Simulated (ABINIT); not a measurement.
# Ge (P6_3mc) in ABINIT: band structure with PBEsol

Aim: the band structure of Ge with PBEsol.

All numbers are computed with ABINIT 10.8.3 (patched build); they aren't measurements. Logs are shortened: lines on timing, memory, paths and dates and some standing lists are left out, and cuts for length are marked. The log counts tension as positive stress, the text compression.

### Step 1. Starting point

It takes space group P6_3mc (No. 186, hexagonal). Conventional cell: a = 4.050 Å, b = 4.050 Å, c = 10.993 Å, α = 90.00°, β = 90.00°, γ = 120.00°. Ge (site symmetry 3m) is surrounded by 3 Ge at 2.44 Å. Ge (site symmetry 3m) is surrounded by 3 Ge at 2.44 Å.

This isn't the form of Ge at room conditions, which is diamond.

### Step 2. Band structure, PBEsol

run.abi reads:

```
# Datasets: ground state, then fixed potential
ndtset 2

# Pseudopotentials
pp_dirpath "./"
pseudos "Ge.GGA_PBE-JTH.xml"

# Structure
acell 3*1.0 Angstrom
rprim
     4.0504045371     0.0000000000     0.0000000000
    -2.0252022685     3.5077532247     0.0000000000
     0.0000000000     0.0000000000    10.9933590000
ntypat 1
znucl 32
natom 4
typat 1 1 1 1
xred
     0.6666666667     0.3333333333     0.4148480000
     0.3333333333     0.6666666667     0.9148480000
     0.0000000000     0.0000000000     0.4774520000
     0.0000000000     0.0000000000     0.9774520000

# Plane-wave basis
ecut 598.650497 eV
pawecutdg 44.0
pawxcdev 0

# Exchange and correlation
ixc -116133

# Bands and occupations
occopt 3
tsmear 0.00183747

# SCF cycle
nstep 100

# Output
iomode 3
prtwf 0
prteig 0
prtebands 0
prtden1 1

# Dataset 1
kptopt1 1
ngkpt1 8 8 3
nshiftk1 1
shiftk1 0.0 0.0 0.0
nband1 34
tolvrs1 1.0e-9

# Dataset 2: bands along G-M-K-G-A-L-H-A
iscf2 -2
getden2 1
nband2 40
nbdbuf2 4
tolwfr2 1.0e-11
kptopt2 -7
ndivsm2 5
prteig2 1
kptbounds2
     0.0000000000     0.0000000000     0.0000000000
     0.5000000000     0.0000000000     0.0000000000
     0.3333333333     0.3333333333     0.0000000000
     0.0000000000     0.0000000000     0.0000000000
     0.0000000000     0.0000000000     0.5000000000
     0.5000000000     0.0000000000     0.5000000000
     0.3333333333     0.3333333333     0.5000000000
     0.0000000000     0.0000000000     0.5000000000
```

Potentials or basis: JTH PAW PBE v2.0.

Command:

```
$ abinit run.abi > log 2>&1
```

run.abo:

```text
.Version 10.8.3 of ABINIT
 DATASET    1 : space group P6_3 m c (#186); Bravais hP (primitive hexag.)
================================================================================
 Values of the parameters that define the memory need for DATASET  1.
     intxc =       0    ionmov =       0      iscf =      17    lmnmax =      18
     lnmax =       6     mgfft =      90  mpssoang =       3    mqgrid =    6204
     natom =       4  nloc_mem =       2    nspden =       1   nspinor =       1
    nsppol =       1      nsym =      12    n1xccc =       1    ntypat =       1
    occopt =       3   xclevel =       2
       mpw =        5214          nfft =      116640          nkpt =          20
 PAW method is used; the additional fine FFT grid is defined by:
   mgfftf=       128    nfftf =    294912
================================================================================
================================================================================

 DATASET    2 : space group P6_3 m c (#186); Bravais hP (primitive hexag.)
================================================================================
 Values of the parameters that define the memory need for DATASET  2.
     intxc =       0    ionmov =       0      iscf =      -2    lmnmax =      18
     lnmax =       6     mgfft =      90  mpssoang =       3    mqgrid =    6204
     natom =       4  nloc_mem =       2    nspden =       1   nspinor =       1
    nsppol =       1      nsym =      12    n1xccc =       1    ntypat =       1
    occopt =       3   xclevel =       2
       mpw =        5226          nfft =      116640          nkpt =          92
 PAW method is used; the additional fine FFT grid is defined by:
   mgfftf=       128    nfftf =    294912
================================================================================
================================================================================

--------------------------------------------------------------------------------
------------- Echo of variables that govern the present computation ------------
--------------------------------------------------------------------------------
 -outvars: echo values of preprocessed input variables --------
            acell      1.8897261259E+00  1.8897261259E+00  1.8897261259E+00 Bohr
              amu      7.26100000E+01
             ecut      2.20000000E+01 Hartree
           getden1          0
           getden2          1
[... 1565 lines left out ...]
      -0.000000000000     -0.000000000000      0.477452000000
      -0.000000000000     -0.000000000000      0.977452000000

 cartesian coordinates (angstrom) at end:
    1      2.02520226856667     1.16925107490000     4.56057299443200
    2      0.00000000003333     2.33850214980000    10.05725249443200
    3     -0.00000000000000    -0.00000000000000     5.24880124126800
    4     -0.00000000000000    -0.00000000000000    10.74548074126800
 length scales=  1.889726125908  1.889726125908  1.889726125908 bohr
              =  1.000000000000  1.000000000000  1.000000000000 angstroms
 Eigenvalues (hartree) for nkpt=  92  k points:
 kpt#   1, nband= 40, wtk=  1.00000, kpt=  0.0000  0.0000  0.0000 (reduced coord)
  -0.83005   -0.83005   -0.83005   -0.83005   -0.82830   -0.82829   -0.82829   -0.82829
  -0.82829   -0.82829   -0.82585   -0.82584   -0.82170   -0.82170   -0.82169   -0.82169
  -0.82039   -0.82039   -0.82039   -0.82039   -0.34520   -0.34408   -0.06956   -0.05311
   0.05146    0.05146    0.05186    0.05186    0.08100    0.08794    0.12917    0.20727
   0.20934    0.20934    0.21045    0.21045    0.29649    0.30867    0.35547    0.37526
 kpt#   2, nband= 40, wtk=  1.00000, kpt=  0.0313  0.0000  0.0000 (reduced coord)
  -0.83008   -0.83007   -0.83007   -0.83007   -0.82844   -0.82844   -0.82827   -0.82827
  -0.82814   -0.82813   -0.82583   -0.82582   -0.82175   -0.82174   -0.82174   -0.82174
  -0.82036   -0.82036   -0.82034   -0.82034   -0.34481   -0.34369   -0.06967   -0.05353
   0.04306    0.04450    0.05057    0.05100    0.08978    0.09518    0.12943    0.20487
   0.20964    0.21067    0.21088    0.21200    0.29680    0.30805    0.35787    0.37626
 kpt#   3, nband= 40, wtk=  1.00000, kpt=  0.0625  0.0000  0.0000 (reduced coord)
  -0.83014   -0.83014   -0.83011   -0.83011   -0.82857   -0.82857   -0.82821   -0.82821
  -0.82796   -0.82796   -0.82576   -0.82575   -0.82188   -0.82188   -0.82188   -0.82187
  -0.82028   -0.82028   -0.82022   -0.82022   -0.34364   -0.34252   -0.07012   -0.05497
   0.02766    0.03134    0.04803    0.04854    0.10499    0.10908    0.13021    0.20081
[... 521 lines left out ...]
   0.02830    0.02830    0.04797    0.04797    0.10660    0.10660    0.16518    0.16518
   0.20689    0.20689    0.21658    0.21658    0.30165    0.30165    0.37693    0.37699
 kpt#  91, nband= 40, wtk=  1.00000, kpt=  0.0185  0.0185  0.5000 (reduced coord)
  -0.83008   -0.83008   -0.83007   -0.83007   -0.82844   -0.82844   -0.82827   -0.82827
  -0.82813   -0.82813   -0.82582   -0.82582   -0.82175   -0.82175   -0.82175   -0.82175
  -0.82036   -0.82036   -0.82034   -0.82034   -0.34423   -0.34423   -0.06211   -0.06211
   0.04322    0.04322    0.05073    0.05073    0.09145    0.09145    0.16483    0.16483
   0.20905    0.20905    0.21154    0.21154    0.30340    0.30340    0.37190    0.37190
 kpt#  92, nband= 40, wtk=  1.00000, kpt=  0.0000  0.0000  0.5000 (reduced coord)
  -0.83005   -0.83005   -0.83005   -0.83005   -0.82830   -0.82830   -0.82829   -0.82829
  -0.82829   -0.82829   -0.82584   -0.82584   -0.82170   -0.82170   -0.82170   -0.82170
  -0.82039   -0.82039   -0.82039   -0.82039   -0.34464   -0.34464   -0.06187   -0.06187
   0.05166    0.05166    0.05166    0.05166    0.08293    0.08293    0.16469    0.16469
   0.20989    0.20989    0.20989    0.20989    0.30386    0.30386    0.37027    0.37027

== END DATASET(S) ==============================================================
================================================================================

 -outvars: echo values of variables after computation  --------
            acell      1.8897261259E+00  1.8897261259E+00  1.8897261259E+00 Bohr
           etotal1    -3.8214701608E+02
            fcart1     5.6051938573E-45 -8.4077907859E-45  3.1745909325E-03
                       3.5178868558E-29 -2.0310529232E-29  3.1745909325E-03
                      -1.4071547423E-28  8.1242116930E-29 -3.1745909325E-03
                       1.0553660567E-28 -6.0931587697E-29 -3.1745909325E-03
            rprim      4.0504045371E+00  0.0000000000E+00  0.0000000000E+00
                      -2.0252022685E+00  3.5077532247E+00  0.0000000000E+00
                       0.0000000000E+00  0.0000000000E+00  1.0993359000E+01
           strten1     7.9341187243E-05  7.9341187320E-05  3.2705423553E-05
                       0.0000000000E+00  0.0000000000E+00 -5.9366408305E-14
           xangst      2.0252022686E+00  1.1692510749E+00  4.5605729944E+00
                       3.3333846374E-11  2.3385021498E+00  1.0057252494E+01
                      -1.4989507921E-16 -3.8943883948E-16  5.2488012413E+00
                      -1.4989507921E-16 -3.8943883948E-16  1.0745480741E+01
             xred      6.6666666667E-01  3.3333333333E-01  4.1484800000E-01
                       3.3333333333E-01  6.6666666667E-01  9.1484800000E-01
                      -9.2518585385E-17 -1.1102230246E-16  4.7745200000E-01
                      -9.2518585385E-17 -1.1102230246E-16  9.7745200000E-01
 Calculation completed.
```

It took 14 min on 1 thread of Arm Neoverse V1, shared host; peak memory 0.46 GiB.

Results:

```yaml
Free_energy: -10398.7501 eV
Pressure: -1.9 GPa
Largest_force: 0.163 eV/Å
Band_gap_along_the_path: none (metal or under the smearing width)
```

Forces on the atoms (eV/Å):
```
Ge   0.000  0.000  0.163
Ge   0.000  0.000  0.163
Ge   0.000  0.000 -0.163
Ge   0.000  0.000 -0.163
```

Levels at the corners of the path, in eV from the Fermi level:
| point | band 24 | band 25 | band 26 | band 27 | band 28 | band 29 | band 30 | band 31 | band 32 | band 33 |
| --- | --- | --- | --- | --- | --- | --- | --- | --- | --- | --- |
| Γ | -3.30 | -0.46 | -0.46 | -0.45 | -0.45 | 0.35 | 0.53 | 1.66 | 3.78 | 3.84 |
| M | -7.39 | -1.99 | -1.97 | -1.27 | -1.09 | 0.59 | 0.82 | 1.55 | 1.63 | 5.01 |
| K | -8.21 | -3.71 | -3.71 | -0.21 | -0.01 | -0.01 | 0.22 | 4.43 | 4.43 | 5.90 |
| Γ | -3.30 | -0.46 | -0.46 | -0.45 | -0.45 | 0.35 | 0.53 | 1.66 | 3.78 | 3.84 |
| A | -3.54 | -0.45 | -0.45 | -0.45 | -0.45 | 0.40 | 0.40 | 2.62 | 2.62 | 3.85 |
| L | -7.39 | -1.98 | -1.98 | -1.17 | -1.17 | 0.66 | 0.66 | 1.60 | 1.60 | 5.56 |
| H | -8.22 | -3.71 | -3.71 | -0.01 | -0.01 | 0.00 | 0.00 | 4.26 | 4.26 | 6.16 |
| A | -3.54 | -0.45 | -0.45 | -0.45 | -0.45 | 0.40 | 0.40 | 2.62 | 2.62 | 3.85 |

Caveat: the PAW data sets were made with another functional, which shifts forces and pressure a little; the atomic spheres overlap.
